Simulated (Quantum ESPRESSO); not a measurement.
# NiO: zone-centre phonons under several settings

```xyz
2
Lattice="0.0000 2.0913 2.0913 2.0913 0.0000 2.0913 2.0913 2.0913 0.0000" Properties=species:S:1:pos:R:3 pbc="T T T"
Ni    0.0000    0.0000    0.0000
O     2.0913    2.0913    2.0913
```

All runs used Quantum ESPRESSO 7.5; k mesh 4 × 4 × 4, shifted; relaxed cell; collinear spin, ferromagnetic start; cutoff 1333 eV; occupations fermi-dirac, width 0.05 eV.

```tsv
level	potentials	volume (Å³/atom)	lowest optical mode without the field (cm⁻¹)
LDA	PseudoDojo 0.4.1 SR LDA standard	8.27	353
PBE	PseudoDojo 0.4.1 SR PBE standard	9.01	330
PBEsol	PseudoDojo 0.4.1 SR PBEsol standard	8.58	345
PW91	PseudoDojo 0.4.1 SR PBE standard	?	?
revPBE	PseudoDojo 0.4.1 SR PBE standard	9.22	316
```

What stands in the row left open?

Volume 8.98 Å³/atom; lowest optical mode without the field 336 cm⁻¹.

Caveats: all runs use coarse meshes; the mesh is thin for the phonons of a metal; a cell with one magnetic atom can't hold antiferromagnetic order, which such compounds often take; the potentials were made for another functional, which shifts forces and pressure (some runs); before the sum rule the acoustic modes lie tens of cm⁻¹ from zero, a sign that the density grid also shifts the optical modes (some runs).

For the row left open. Caveat: the k mesh is coarse (spacing up to 0.65 Å⁻¹), so the values aren't converged; the mesh is thin for the phonons of a metal; the potentials were made for another functional, which shifts forces and pressure; a cell with one magnetic atom can't hold antiferromagnetic order, which such compounds often take.
